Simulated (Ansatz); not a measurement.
## λ, α²F and ρ(T) of SrCa in the L10 ordering: relaxing cell and atoms

Ansatz 0.2.0; DFT PBE, scalar-relativistic, plane waves, PAW.

The structure was built from a prototype and need not be the compound's stable phase.

The structure is tetragonal, space group P4/mmm (No. 123). The conventional cell has a = 4.130 Å, b = 4.130 Å, c = 5.841 Å, α = 90.00°, β = 90.00°, γ = 90.00°. Ca has 4 Ca at 4.13 Å and 8 Sr at 4.13 Å nearest. Nearest to Sr lie 4 Sr at 4.13 Å and 8 Ca at 4.13 Å. Farther neighbours are not listed.

Step by step:

| step | energy less that of the first step (eV) | largest force component (eV/Å) | pressure (GPa) | volume (Å³) |
| --- | --- | --- | --- | --- |
| 1 | 0.0000 | 0.0000 | -0.43 | 99.62 |
| 2 | -0.0031 | 0.0000 | -0.26 | 98.39 |
| 3 | -0.0053 | 0.0000 | 0.04 | 96.27 |
| 4 | -0.0055 | 0.0000 | 0.03 | 96.36 |
| 5 | -0.0057 | 0.0000 | 0.00 | 96.57 |
| 6 | -0.0058 | 0.0000 | 0.00 | 96.60 |
| 7* | -0.0057 | 0.0000 | 0.00 | 96.60 |

Relaxation steps marked * repeat the geometry before them on a plane-wave basis chosen anew for their cell, so energy and pressure can jump there.

Forces are held to the 16 operations that the run works with; a distortion that breaks them can't arise in this run.

| conventional cell, symmetrised | before | after | change |
| --- | --- | --- | --- |
| a (Å) | 4.130 | 4.132 | +0.1 % |
| b (Å) | 4.130 | 4.132 | +0.1 % |
| c (Å) | 5.841 | 5.657 | -3.1 % |
| volume (Å³/atom) | 49.81 | 48.30 | -3.0 % |

The relaxed structure:

```cif
data_structure
_symmetry_space_group_name_H-M 'P 1'
_symmetry_Int_Tables_number 1
_cell_length_a 4.1324
_cell_length_b 4.1324
_cell_length_c 5.6568
_cell_angle_alpha 90.000
_cell_angle_beta 90.000
_cell_angle_gamma 90.000
_cell_volume 96.60
loop_
_atom_site_label
_atom_site_type_symbol
_atom_site_fract_x
_atom_site_fract_y
_atom_site_fract_z
_atom_site_occupancy
Ca1 Ca 0.00000 0.00000 0.00000 1
Sr2 Sr 0.50000 0.50000 0.50000 1
```

Numbers from this step:

```
pressure          : 2.44e-5 GPa
volume per atom   : 48.30 Å³
metallic on mesh  : yes
gap on the k-mesh : 0 eV
```

Electrostatic potential energy in the ac plane at fractional y = 0.000, with atoms of Ca within 0.2 Å of it. With pseudopotentials it is smooth inside the atoms' cores, unlike the true potential.

Ten even steps from '0' (-54 eV) to '9' (9 eV), each cell a mean:
```
00478999998620
13679999998742
66889999999876
88899999999988
99999999999999
99999999999999
99999999999999
99999999999999
99999999999999
99999999999999
99999999999999
99999999999999
99999999999999
99999999999999
88999999999998
67889999999877
34689999998864
00478999998630
00368999998610
```
Columns run along a (4.1 Å; values clipped at the 3rd and 97th percentile), rows up along c (5.7 Å). Atoms in or near the plane, at fractional coordinates: Ca at (0.00, 0.00).

ELF in the ac plane at fractional y = 0.000, with atoms of Ca within 0.2 Å of it. It is the smooth field of the valence electrons, not physical close to the nuclei.

Values, 19 rows by 14 columns, each cell a mean:
```
0.81 0.85 0.81 0.48 0.07 0.11 0.38 0.48 0.27 0.09 0.17 0.60 0.85 0.84
0.85 0.84 0.67 0.28 0.06 0.15 0.43 0.50 0.32 0.11 0.10 0.39 0.78 0.85
0.67 0.57 0.27 0.09 0.10 0.26 0.48 0.53 0.41 0.20 0.07 0.11 0.40 0.61
0.21 0.16 0.08 0.08 0.21 0.38 0.51 0.53 0.47 0.34 0.14 0.07 0.10 0.18
0.11 0.12 0.17 0.26 0.40 0.47 0.49 0.50 0.49 0.46 0.35 0.23 0.14 0.12
0.36 0.38 0.44 0.48 0.49 0.47 0.44 0.43 0.45 0.48 0.49 0.47 0.41 0.37
0.63 0.63 0.62 0.58 0.51 0.43 0.36 0.34 0.38 0.45 0.54 0.59 0.62 0.63
0.69 0.68 0.65 0.59 0.48 0.38 0.29 0.27 0.32 0.40 0.53 0.61 0.67 0.69
0.70 0.69 0.65 0.58 0.45 0.33 0.24 0.22 0.27 0.36 0.51 0.60 0.67 0.69
0.70 0.69 0.65 0.58 0.45 0.33 0.24 0.22 0.26 0.36 0.50 0.60 0.67 0.69
0.70 0.69 0.65 0.59 0.47 0.36 0.27 0.25 0.29 0.38 0.52 0.61 0.67 0.69
0.66 0.66 0.63 0.59 0.50 0.41 0.33 0.32 0.36 0.43 0.54 0.60 0.65 0.66
0.49 0.50 0.53 0.54 0.51 0.46 0.41 0.40 0.43 0.48 0.53 0.54 0.52 0.50
0.16 0.18 0.25 0.34 0.44 0.48 0.48 0.48 0.48 0.47 0.40 0.31 0.21 0.17
0.10 0.09 0.08 0.12 0.28 0.42 0.51 0.52 0.49 0.39 0.21 0.11 0.08 0.09
0.53 0.42 0.18 0.07 0.12 0.29 0.49 0.53 0.43 0.24 0.08 0.08 0.28 0.46
0.83 0.79 0.53 0.18 0.07 0.19 0.45 0.51 0.36 0.14 0.07 0.26 0.68 0.81
0.84 0.85 0.78 0.43 0.07 0.12 0.39 0.48 0.28 0.09 0.15 0.56 0.84 0.85
0.77 0.84 0.83 0.54 0.08 0.10 0.37 0.47 0.25 0.08 0.21 0.66 0.85 0.81
```
Columns run along a (4.1 Å), rows up along c (5.7 Å). Atoms in or near the plane, at fractional coordinates: Ca at (0.00, 0.00).

Valence density in the ac plane at fractional y = 0.000, with atoms of Ca within 0.2 Å of it. It is the smooth field of the valence electrons, not physical close to the nuclei.

Values in e/Å³, 19 rows by 14 columns, each cell a mean:
```
5.8 4.5 1.8 0.5 0.1 0.1 0.0 0.0 0.1 0.1 0.2 0.7 2.8 5.0
3.4 2.5 0.9 0.3 0.1 0.1 0.0 0.0 0.0 0.1 0.1 0.4 1.5 2.8
0.9 0.6 0.3 0.1 0.1 0.0 0.0 0.0 0.0 0.1 0.1 0.1 0.4 0.7
0.2 0.2 0.1 0.1 0.1 0.0 0.0 0.0 0.0 0.0 0.1 0.1 0.1 0.2
0.1 0.1 0.1 0.1 0.0 0.0 0.0 0.0 0.0 0.0 0.0 0.1 0.1 0.1
0.1 0.1 0.1 0.0 0.0 0.0 0.0 0.0 0.0 0.0 0.0 0.0 0.1 0.1
0.0 0.0 0.0 0.0 0.0 0.0 0.0 0.0 0.0 0.0 0.0 0.0 0.0 0.0
0.0 0.0 0.0 0.0 0.0 0.0 0.0 0.0 0.0 0.0 0.0 0.0 0.0 0.0
0.0 0.0 0.0 0.0 0.0 0.0 0.0 0.0 0.0 0.0 0.0 0.0 0.0 0.0
0.0 0.0 0.0 0.0 0.0 0.0 0.0 0.0 0.0 0.0 0.0 0.0 0.0 0.0
0.0 0.0 0.0 0.0 0.0 0.0 0.0 0.0 0.0 0.0 0.0 0.0 0.0 0.0
0.0 0.0 0.0 0.0 0.0 0.0 0.0 0.0 0.0 0.0 0.0 0.0 0.0 0.0
0.1 0.1 0.0 0.0 0.0 0.0 0.0 0.0 0.0 0.0 0.0 0.0 0.1 0.1
0.1 0.1 0.1 0.1 0.0 0.0 0.0 0.0 0.0 0.0 0.0 0.1 0.1 0.1
0.1 0.1 0.1 0.1 0.0 0.0 0.0 0.0 0.0 0.0 0.1 0.1 0.1 0.1
0.6 0.4 0.2 0.1 0.1 0.0 0.0 0.0 0.0 0.0 0.1 0.1 0.3 0.5
2.2 1.6 0.6 0.2 0.1 0.1 0.0 0.0 0.0 0.1 0.1 0.2 0.9 1.8
5.3 4.0 1.5 0.4 0.1 0.1 0.0 0.0 0.1 0.1 0.2 0.6 2.5 4.5
6.6 5.3 2.2 0.6 0.1 0.1 0.0 0.0 0.1 0.1 0.2 0.9 3.4 5.8
```
Columns run along a (4.1 Å), rows up along c (5.7 Å). Atoms in or near the plane, at fractional coordinates: Ca at (0.00, 0.00).

**Question.** Which input gives these results?

The system, level and task follow from the heading and the kind of results. Meshes, cutoffs and thresholds can't be read from the results; these are the ones that the run used.

The input, input.yaml:

```yaml
crystal:
  lattice:
    - [4.12999, 0.0, 0.0]
    - [0.0, 4.12999, 0.0]
    - [0.0, 0.0, 5.84074]
  atoms:
    - { symbol: Ca, position: [0.0, 0.0, 0.0] }
    - { symbol: Sr, position: [0.5, 0.5, 0.5] }
kpoints:
  mp_grid: { grid: [8, 8, 6] }
hamiltonian:
  xc: pbe
scf:
  occupations: { method: gaussian, width: 0.1 }
output:
  forces: true
  stress: true
  eigenvalues: true
  write_density: true
  write_potential: true
  elf: true
  volumetric_format: npy
relax:
  adjacent_minimum: "off"
  f_tol: 0.005
  max_steps: 80
  cell: { stress_tol: 0.05 }
```

Command:

```
> ansatz run input.yaml --threads 4 --pin off --max-ram 8192MiB --backend cpu --events-out ev --progress --plain --runs-dir out
```

[Logs are printed without paths, hosts, clocks, repeated set-up lines and the standing remarks that a program may print on its own settings, such as how far it seeks lower states.]

[Hosts, paths, dates, database ids (printed as entryN), source tags and the programs' standing remarks are cut or masked in the printed files.]
